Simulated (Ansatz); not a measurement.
# Cs (sc type): how the settings move a single-point run

How sensitive is a single-point run of Cs (sc type) to its settings? A reference run comes first, then one run with altered input.

Computed with Ansatz 0.2.0 (reference: DFT, PBE, all-electron LAPW, scalar-relativistic, unless a step's input says otherwise).

1 further run of the same task is left out (set aside as unsound or not needed).

## (1) Starting point

It takes space group P4/mmm (No. 123, tetragonal). The conventional cell has a = 4.971 Å, b = 4.971 Å, c = 5.021 Å, α = 90.00°, β = 90.00°, γ = 90.00°.

Structure file:

```cif
data_structure
_symmetry_space_group_name_H-M 'P 1'
_symmetry_Int_Tables_number 1
_cell_length_a 4.9710
_cell_length_b 4.9710
_cell_length_c 5.0212
_cell_angle_alpha 90.000
_cell_angle_beta 90.000
_cell_angle_gamma 90.000
_cell_volume 124.08
loop_
_atom_site_label
_atom_site_type_symbol
_atom_site_fract_x
_atom_site_fract_y
_atom_site_fract_z
_atom_site_occupancy
Cs1 Cs 0.00000 0.00000 0.00000 1
```

## (2) Reference

input.yaml reads:

```yaml
crystal:
  lattice:
    - [4.9709918362, 0.0, 0.0]
    - [0.0, 4.9709918362, 0.0]
    - [0.0, 0.0, 5.0212038749]
  atoms:
    - { symbol: Cs, position: [0.0, 0.0, 0.0] }
kpoints:
  mp_grid: { grid: [11, 11, 11] }
scf:
  occupations: { method: fermi_dirac, width: 0.05 }
hamiltonian:
  xc: pbe
  pseudopotentials: { kind: all_electron, lapw: { basis_error: 0.0005 } }
output:
  forces: true
  stress: true
  eigenvalues: true
```

On the command line:

```bash
$ ansatz run input.yaml --threads 1 --pin off --max-ram 2048MiB --backend cpu --events-out ev --progress --plain --runs-dir out
```

## (3) Variant: occupations.method gaussian, occupations.width 0.001, accuracy medium

input.yaml: that of step 2 with these lines changed.

```diff
@@ -10,3 +10,3 @@
 scf:
-  occupations: { method: fermi_dirac, width: 0.05 }
+  occupations: { method: gaussian, width: 0.001 }
 hamiltonian:
@@ -18 +18,2 @@
   eigenvalues: true
+accuracy: medium
```

**Question.** What will these runs give? Wanted: for each run, ending; energy change; pressure; gap; force.

The runs gave:

```csv
run,ending,energy change,pressure (GPa),gap (eV),force (eV/Å),cycles,time
reference,converged,0,0.1,0.00,0.00,6,4 s
"1: occupations.method gaussian, occupations.width 0.001, accuracy medium",converged,+0.9 meV/atom (σ→0),0.1,0.00,0.00,12,6.2 s
```

Residual by cycle in the longest SCF loop of each run; runs are numbered as in the table. The quantity is the density residual dr2, in eV.

```csv
cycle,reference,run 1
1,0.00755,0.00741
2,0.00124,0.00206
3,3.9e-4,0.00222
4,2.4e-5,0.0012
5,1.9e-6,3.4e-4
6,6.8e-8,1.1e-4
7,-,4.4e-5
8,-,3.8e-6
9,-,1.1e-6
10,-,4.3e-7
11,-,1.4e-7
12,-,4.0e-8
```

What this shows: Changing the smearing moves the energy by +0.9 meV/atom (σ→0 values). Cost: 12 SCF cycles against 6, 6.2 s against 4 s.
